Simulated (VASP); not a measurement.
Here is a VASP 6.6.1 calculation.

The input INCAR:

```
SYSTEM = Ca
PREC     = Accurate       ! precision mode
ENCUT    = 600            ! plane-wave cutoff, eV
EDIFF    = 1E-6           ! SCF threshold, eV
ISMEAR   = -1             ! smearing method
SIGMA    = 0.05           ! smearing width, eV
LREAL    = .False.        ! projectors in reciprocal space
LASPH    = .True.         ! aspherical terms in the spheres
NELM     = 100            ! most SCF steps
ALGO     = Normal         ! electronic algorithm
ISIF     = 2              ! what is computed and relaxed
LWAVE    = .False.        ! write WAVECAR
LCHARG   = .False.        ! write CHGCAR
LDIPOL   = .True.       
IDIPOL   = 3            
DIPOL    = 0.5 0.5 0.500
GGA      = PE             ! functional
NBANDS   = 33             ! bands
```

The input KPOINTS:

```
Automatic mesh
0
Gamma
  5 5 1
  0 0 0
```

POSCAR

```
Ca
1.0
    4.1929749200      0.0000000000      0.0000000000
    0.0000000000      4.2034636200      0.0000000000
    0.0000000000      0.0000000000     24.7814098400
Ca
5
Direct
    0.0000000000      0.0000000000      0.3026462194
    0.5000000000      0.5000000000      0.4013231097
    0.0000000000      0.0000000000      0.5000000000
    0.5000000000      0.5000000000      0.5986768903
    0.0000000000      0.0000000000      0.6973537806
```

Potentials or basis: VASP PAW PBE potentials, release 64 (Ca_sv).

Run with:

```bash
$ cat potpaw_PBE.64/Ca_sv/POTCAR > POTCAR
$ mpirun -np 1 vasp_std > vasp.out
```

Problem. Estimate the largest force.

Solution. 0.010 eV/Å.

Problem. Estimate the band gap on the k mesh.

Solution. None (metal or under the smearing width).

Forces in eV/Å, atoms in the order of the input:
```
Ca   0.000  0.000  0.010
Ca   0.000  0.000 -0.002
Ca   0.000  0.000  0.000
Ca   0.000  0.000  0.002
Ca   0.000  0.000 -0.010
```
